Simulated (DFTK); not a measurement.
## BN under changes of volume

One of the cells (8.967 Å³/atom); the others are scaled copies at fixed shape and fractional positions:

```
N B
1.0
     2.49824    0.00000    0.00000
    -1.24912    2.16354    0.00000
     0.00000    0.00000    6.63570
N B
2 2
Direct
  0.66667 0.33333 0.25000
  0.33333 0.66667 0.75000
  0.66667 0.33333 0.75000
  0.33333 0.66667 0.25000
```

```yaml
Program: DFTK 0.8.2
Functional: PBEsol
Potentials_or_basis: cp2k.nc.sr.pbe.v0_1.semicore.gth (PBE, GTH)
Cutoff: 1633 eV
k_mesh: 7 × 7 × 2
Occupations: fermi-dirac, width 0.05 eV
Spin: no spin polarisation
```

```tsv
volume (Å³/atom)	energy over the lowest point (meV/atom)	gap on the mesh (eV)
8.429	45.46	4.47
8.608	24.50	4.45
8.787	10.54	4.42
8.967	2.52	4.39
9.146	0.00	4.36
9.325	?	?
9.505	10.26	4.31
```

What does the run at 9.325 Å³/atom give?

Energy over the lowest point 2.88 meV/atom; gap on the mesh 4.34 eV.

Worked out: A Birch-Murnaghan fit of order 3 (a polynomial in V^(-2/3)) to the other rows has its minimum at 9.14 Å³/atom with B0 = V·E''(V) = 234 GPa and B' = 3.6 at fixed shape and positions, which overstates the stiffness. It gives 2.80 meV/atom at 9.325 Å³/atom, against the run's 2.88. A straight line through the other rows of the gap, of slope -1.37 eV per unit of ln V, gives 4.34 eV, against the run's 4.34.

Energies are extrapolated to zero smearing.

Caveats: all runs use coarse meshes; the potentials were made for another functional, which shifts forces and pressure; an odd mesh through Γ misses points on the zone boundary, where band edges often lie; this functional lacks dispersion, which binds the layers, so the pressure and a relaxed spacing across them are unreliable.
